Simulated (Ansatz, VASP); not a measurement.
## HgTe in VASP and in Ansatz

```
Hg Te
1.0
     4.70197    0.00000    0.00000
    -2.35099    4.07203    0.00000
     2.35099   -1.35734    3.83915
Hg Te
1 1
Cartesian
  0.0000 0.0000 0.0000
  0.0000 2.7147 0.9598
```

Alike in both runs: task single point; functional PBE; k mesh 9 × 9 × 9; occupations gaussian, width 0.1 eV; no spin polarisation.

|  | VASP | Ansatz |
| --- | --- | --- |
| version | VASP 6.6.1 | Ansatz 0.2.0 |
| potentials or method | VASP PAW PBE potentials, release 64 (Hg, Te) | scalar-relativistic, plane waves, PAW |
| plane-wave cutoff (eV) | 520 | 420 |
| valence electrons in the cell | 18 | 36 |

```csv
,VASP,Ansatz,Ansatz less VASP
gap on the k mesh at the Fermi level (eV),none,none,-
pressure (GPa),0.1,0.0,-0.05
```

A gap of «none» marks a metal or a gap that the smearing closes. The two sets of potentials don't hold the same shells in valence.

The runs have no spin-orbit coupling, so splittings on Hg, Te are missing.
